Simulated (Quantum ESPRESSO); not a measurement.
A calculation with Quantum ESPRESSO 7.5 of CuO (native input, structure typed inline):

Contents of pw.in:

```
&CONTROL
  calculation = 'scf'
  prefix = 'pwscf'
  outdir = './tmp'
  pseudo_dir = './pseudo'
  tprnfor = .true.
  tstress = .true.
  disk_io = 'nowf'
/
&SYSTEM
  ibrav = 0
  nat = 4
  ntyp = 2
  ecutwfc = 55
  ecutrho = 440
  nbnd = 25
  occupations = 'smearing'
  smearing = 'fd'
  degauss = 0.00367493
/
&ELECTRONS
  conv_thr = 8d-10
  electron_maxstep = 120
  mixing_beta = 0.5
/
ATOMIC_SPECIES
Cu    63.5460 Cu.paw.z_11.ld1.psl.v1.0.0-low.upf
O     15.9990 O.pbe-n-kjpaw_psl.0.1.UPF
CELL_PARAMETERS angstrom
   2.8795009639    0.0000000000    0.0000000000
   0.0390727580    2.8792794796    0.0000000000
   0.0174953863    0.0172449008    5.1763391994
ATOMIC_POSITIONS crystal
Cu     0.0000000000    0.5000000000    0.0000000000
Cu     0.5000000000    0.0000000000    0.5000000000
O      0.9984239700    0.0016717800    0.7498871000
O      0.0015760300    0.9983282200    0.2501129000
K_POINTS automatic
9 9 5 0 0 0
```

Potentials or basis: SSSP 1.3 efficiency PBE.

Command:

```bash
$ OMP_NUM_THREADS=2 pw.x -in pw.in > pw.out
```

The cell comes from a database or a generator and needn't be the stable form of this composition.

Question: Write the same calculation in another form: ASE script, structure typed inline.

Answer: As run:

File run.py:

```python
import numpy as np
from ase.calculators.espresso import Espresso, EspressoProfile
from ase import Atoms

atoms = Atoms(['Cu', 'Cu', 'O', 'O'],
              cell=[[2.8795009639, 0.0, 0.0], [0.039072758, 2.8792794796, 0.0], [0.0174953863, 0.0172449008, 5.1763391994]],
              scaled_positions=[[0.0, 0.5, 0.0], [0.5, 0.0, 0.5], [0.99842397, 0.00167178, 0.7498871], [0.00157603, 0.99832822, 0.2501129]],
              pbc=True)

input_data = {
    'control': {'calculation': 'scf', 'prefix': 'pwscf', 'outdir': './tmp', 'tprnfor': True, 'tstress': True, 'disk_io': 'nowf'},
    'system': {'ecutwfc': 55.0, 'ecutrho': 440.0, 'nbnd': 25, 'occupations': 'smearing', 'smearing': 'fd', 'degauss': 0.00367493},
    'electrons': {'conv_thr': 8e-10, 'electron_maxstep': 120, 'mixing_beta': 0.5},
}
pseudopotentials = {'O': 'O.pbe-n-kjpaw_psl.0.1.UPF', 'Cu': 'Cu.paw.z_11.ld1.psl.v1.0.0-low.upf'}
profile = EspressoProfile(command='pw.x', pseudo_dir='pseudo')
dft = Espresso(profile=profile, input_data=input_data, pseudopotentials=pseudopotentials, kpts=(9, 9, 5), koffset=(0, 0, 0))
atoms.calc = dft

print(f'energy {atoms.get_potential_energy():.8f} eV')
print('forces (eV/A)')
print(np.round(atoms.get_forces(), 6))
print('stress (eV/A^3, Voigt)')
print(np.round(atoms.get_stress(), 8))
print(f'Fermi level {dft.get_fermi_level():.4f} eV')
```

Potentials or basis: SSSP 1.3 efficiency PBE.

Run with:

```console
$ OMP_NUM_THREADS=2 python run.py
```

Both were run:

|  | native input, structure typed inline | ASE script, structure typed inline |
| --- | --- | --- |
| Pressure | 5.6 GPa | 5.6 GPa |
| Largest force | 0.012 eV/Å | 0.012 eV/Å |
| Band gap on the k mesh | none (metal or under the smearing width) | none (metal or under the smearing width) |

Keys that steer only the numerical path or the files written may differ.

Caveat: the run has no spin polarisation, though such a crystal can be magnetic; semilocal functionals often make such compounds metallic where correlation or magnetic order opens a gap, which also shifts bond lengths.
